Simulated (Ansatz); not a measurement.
**Relaxation path: Co (simple hexagonal type)**

DFT, PBE, PAW with Ansatz's default frozen-core files, scalar-relativistic (Ansatz 0.2.0); a Γ-centred 18×18×17 k mesh, Fermi–Dirac smearing of 0.1 eV, spin-polarised from start moments Co 1.7 μB. The run relaxes shape and atoms at held volume.

Command: `ansatz run input.yaml --threads 1 --pin off --max-ram 3072MiB --backend cpu --events-out ev --progress --plain --runs-dir out` It took 24 s on 1 thread of Arm Neoverse V1 (shared host), peak memory 0.31 GiB.

PAW: frozen-core files, cutoff 420 eV; forces are relaxed below 0.005 eV/Å.

Each step lists its free energy a cell above the last geometry, the pressure, the cell vectors (Å), and Cartesian positions (Å) with forces (eV/Å).

The first step:

```
step 1  dF = 3.29 meV  P = 796.1 GPa
  cell 1.8763 0.0000 0.0000  -0.9381 1.6249 0.0000  0.0000 0.0000 1.7743
  Co 0.0000 0.0000 0.0000   0.0000 0.0000 0.0000
```

The start moments died away, and the runs ended non-magnetic.

Q: Where does the relaxation end, and by which steps?

A: After 3 geometries, with conventional a, b, c = 1.881, 1.881, 1.765 Å, at 5.410 Å³/atom and 795.8 GPa in space group P6/mmm, with a shortest distance of 1.765 Å and a cell moment of 0.00 μB. The further steps:
```
step 2  dF = 0.10 meV  P = 795.8 GPa
  cell 1.8805 0.0000 0.0000  -0.9403 1.6286 0.0000  0.0000 0.0000 1.7663
  Co 0.0000 0.0000 0.0000   0.0000 0.0000 0.0000
step 3  dF = 0.00 meV  P = 795.8 GPa
  cell 1.8815 0.0000 0.0000  -0.9407 1.6294 0.0000  0.0000 0.0000 1.7646
  Co 0.0000 0.0000 0.0000   0.0000 0.0000 0.0000
step 4  dF = 0.06 meV  P = 795.8 GPa  (same geometry on a basis chosen anew; earlier energies don't compare to the last digit)
  cell 1.8815 0.0000 0.0000  -0.9407 1.6294 0.0000  0.0000 0.0000 1.7646
  Co 0.0000 0.0000 0.0000   0.0000 0.0000 0.0000
```
